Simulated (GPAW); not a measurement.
Entries from a set of simulations; values are calculated unless marked as measured.

```xyz
2
Lattice="0.000 3.031 3.031 3.031 0.000 3.031 3.031 3.031 0.000" Properties=species:S:1:pos:R:3 pbc="T T T" subject="CuI (F-43m): G0W0 with GPAW, start to end" method="DFT, PBE, plane waves, PAW (and 1 further level or step)" program="GPAW 26.7.0" settings_of_one_run="cutoff 600 eV, GPAW PAW setups 1.2.1 data release, 4×4×4 k-mesh, nbands 242" cost="4 runs, 63 s in all on 8 MPI ranks of Arm Neoverse V2, shared host (the runs of this entry)" notes="The database entry behind the starting cell differs from later determinations by our own check (about 0.15 % long (mineral sample)). The cell and positions come from the Crystallography Open Database and are kept as given unless a step says otherwise. Limits: no spin polarisation; no spin-orbit coupling. Bands and cutoff are finite, so the gap is not at the basis limit. The miss can reach some tenths of an eV and take either sign; the mesh is an error of its own." pbe_gap="1.14 eV, direct" g0w0_gap_on_the_mesh="2.03 eV" gw_settings="4×4×4 mesh, 232 bands, screening to 150 eV, Godby-Needs plasmon pole" known_limits="not at the basis limit; d shell near the gap, gap tends to lie low; no spin-orbit coupling"
Cu    1.516    1.516    1.516
I     0.000    0.000    0.000
```

[Paths, hosts, dates, memory and timing lines, banners, echoed tables and standing remarks are left out of the program output.]

[Logs are printed without paths, hosts, clocks, repeated set-up lines and the standing remarks that a program may print on its own settings, such as how far it seeks lower states.]

[Runs of the session that timed out or met a known fault of the program may be left out.]

[Hosts, paths, dates, database ids (printed as entryN), source tags and the programs' standing remarks are cut or masked in the printed files.]
